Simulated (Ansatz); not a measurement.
Na (diamond type) under strong compression

```yaml
crystal:
  lattice:
    - [0.00000, 3.78302, 3.78302]
    - [3.78302, 0.00000, 3.78302]
    - [3.78302, 3.78302, 0.00000]
  atoms:
    - { symbol: Na, position: [0.87500, 0.87500, 0.87500] }
    - { symbol: Na, position: [0.12500, 0.12500, 0.12500] }
```

The cell comes from a relaxation on PAW files under the same functional, begun from a prototype that needn't be the stable phase.

Its volume is scaled at fixed shape and fractional positions.

Computed with Ansatz 0.2.0; functional PBE, scalar-relativistic. Settings: a Γ-centred 9×9×9 k mesh, Fermi–Dirac smearing of 0.05 eV, no spin polarisation. Methods: LAPW: all electrons, basis error target 1 meV/atom; PAW: frozen-core files, cutoff 420 eV; crystal datasets: all electrons, by PAW datasets that the program makes for each cell; norm-conserving: pseudopotentials, cutoff 1197 eV; PAW (core large): files with a larger core, cutoff 420 eV.

Energies are extrapolated to zero smearing and count from the unscaled cell; pressure is positive in compression; gaps take the mesh and a band path. No temperature or zero-point motion is included.

```
V/V0  V (Å³/atom)  P LAPW (GPa)  ΔE LAPW (eV/atom)  P PAW − LAPW (GPa)  ΔE PAW − LAPW (meV/atom)
1.00        54.14          0.03              0.000                0.00                       0.0
0.92        49.81          0.32              0.004               -0.01                      -0.1
0.84        45.48          0.74              0.018               -0.01                      -0.2
0.76        41.15          1.35              0.046               -0.01                      -0.3
0.68        36.82             ?                  ?                   ?                         ?
0.60        32.48          3.69              0.172               -0.01                      -0.7
0.52        28.15          6.04              0.301               -0.01                      -1.0
0.45        24.36          9.54              0.481               -0.01                      -1.3
```

(1) Fit the Vinet equation to the LAPW pressures shown (residuals weighted by 1/(|P| + 0.03·Pmax)), and predict the pressure of the withheld row.

(2) At the smallest volume, how far do crystal datasets and norm-conserving and PAW (core large) lie from LAPW in pressure?

(3) How do the Löwdin populations by LAPW change from the unscaled cell to the last row?

## Answers

(1) The fit gives V0 = 54.68 Å³/atom, B0 = 2.8 GPa and B0′ = 3.86. At 36.82 Å³/atom, x = (V/V0)^(1/3) = 0.8765, and P = 3·B0·(1 − x)/x²·exp[1.5·(B0′ − 1)·(1 − x)] = 2.30 GPa. The run itself gave 2.27 GPa (+1.2 % off) and ΔE = 0.093 eV/atom.

(2) crystal datasets: 0.00 GPa; norm-conserving: 0.00 GPa; PAW (core large): -0.01 GPa, on a LAPW pressure of 9.54 GPa.

(3) Na 3s 0.97 → 0.93 electrons an atom. These are projections on the shells that the free atoms fill; 0.07 e a cell lies outside them at the start and 0.18 e at the end.
